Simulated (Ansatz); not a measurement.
## TiPbO$_{3}$, a database entry at a rescaled volume

```yaml
crystal:
  lattice:
    - [3.93593, 0.00000, 3.93593]
    - [0.00000, 3.93593, 0.00000]
    - [3.93593, 0.00000, -3.93593]
  atoms:
    - { symbol: Pb, position: [0.00000, 0.00000, 0.00000] }
    - { symbol: Pb, position: [0.50000, 0.00000, 0.50000] }
    - { symbol: Ti, position: [0.00000, 0.50000, 0.50000] }
    - { symbol: Ti, position: [0.50000, 0.50000, 0.00000] }
    - { symbol: O, position: [0.25000, 0.50000, 0.75000] }
    - { symbol: O, position: [0.75000, 0.50000, 0.25000] }
    - { symbol: O, position: [0.00000, 0.00000, 0.50000] }
    - { symbol: O, position: [0.50000, 0.00000, 0.00000] }
    - { symbol: O, position: [0.25000, 0.50000, 0.25000] }
    - { symbol: O, position: [0.75000, 0.50000, 0.75000] }
```

Single point in Ansatz 0.2.0 with r2SCAN, no spin polarisation. Cutoff 500 eV, PAW datasets, 5×7×5 Γ-centred k mesh, fermi-dirac filling (width 0.1 eV).

(1) How is the charge shared?

(2) Is the cell too large or too small?

(3) What do density and ELF say about some of the short contacts?

(4) What is the band gap?

(5) Which orbitals make up the band edges?

(6) What is the formation energy?

Origin: a database entry at a rescaled volume. Caveats: no spin-orbit coupling, which can shift this gap by tenths of an eV.

## Answers

(1) Bader charges in e: Ti +2.35, Pb +1.45, O -1.27. In the mean Ti gives up most and O takes most.

(2) The pressure is -0.1 GPa (compression positive), so with the atoms held at these fractions the cell is close to zero pressure.

(3) Ti–O at 1.97 Å: least valence density 0.68 e/Å³ and ELF 0.20 there. Pb–O at 2.78 Å: least valence density 0.17 e/Å³ and ELF 0.10 there, a closed-shell (ionic or weak) contact. Both are smooth PAW fields, read partly inside the augmentation spheres.

(4) The gap is 1.92 eV, indirect (the least direct gap found is 1.92 eV). A semilocal functional usually gives too small a gap.

(5) Within 0.7 eV of the edges, the states project mainly on O p (87 %) below the gap and on Ti d (91 %) above it.

(6) -2.52 eV an atom against the elements' usual phases (free molecules for gases, crystals otherwise, with no correction for O₂ or N₂), so it is bound against them; other compounds may still compete. Relaxing would lower it.
